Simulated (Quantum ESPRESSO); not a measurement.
## Fe under changes of volume

One of the cells (11.435 Å³/atom); the others are scaled copies at fixed shape and fractional positions:

```
Fe
1.0
     0.00000    1.94174    1.96511
     1.49844    0.00000    1.96511
     1.49844    1.94174    0.00000
Fe
1
Direct
  0.00000 0.00000 0.00000
```

```yaml
Program: Quantum ESPRESSO 7.5
Functional: PBEsol
Potentials_or_basis: GBRV 1.5 PBEsol
Cutoff: 762 eV
Density_cutoff: 6095 eV
k_mesh: 13 × 13 × 13
Occupations: fermi-dirac, width 0.05 eV
Spin: collinear spin, ferromagnetic start
Starting_moments: "[3.0] μB"
```

```csv
volume (Å³/atom),energy over the lowest point (meV/atom),pressure (GPa),moment (μB per cell)
10.749,0.57,2.7,2.13
10.978,0.00,-1.6,2.17
11.207,5.26,-5.5,2.22
11.435,15.35,-8.6,2.27
11.664,29.78,-11.6,2.31
11.893,48.41,-14.0,2.36
12.121,?,?,?
```

**Question.** What does the run at 12.121 Å³/atom give?

**Answer.** Energy over the lowest point 69.76 meV/atom; pressure -15.4 GPa; moment 2.44 μB per cell.

Worked out: A Birch-Murnaghan fit of order 3 (a polynomial in V^(-2/3)) to the other rows has its minimum at 10.88 Å³/atom with B0 = V·E''(V) = 196 GPa and B' = 4.6 at fixed shape and positions, which overstates the stiffness. It gives 70.31 meV/atom at 12.121 Å³/atom, against the run's 69.76, and -dE/dV = -16.5 GPa, against -15.4. A straight line through the other rows of the moment, of slope 0.202 μB per Å³/atom, extrapolates to 2.41 μB, against the run's 2.44. The fit is too stiff a form for this range.

Energies are extrapolated to zero smearing.
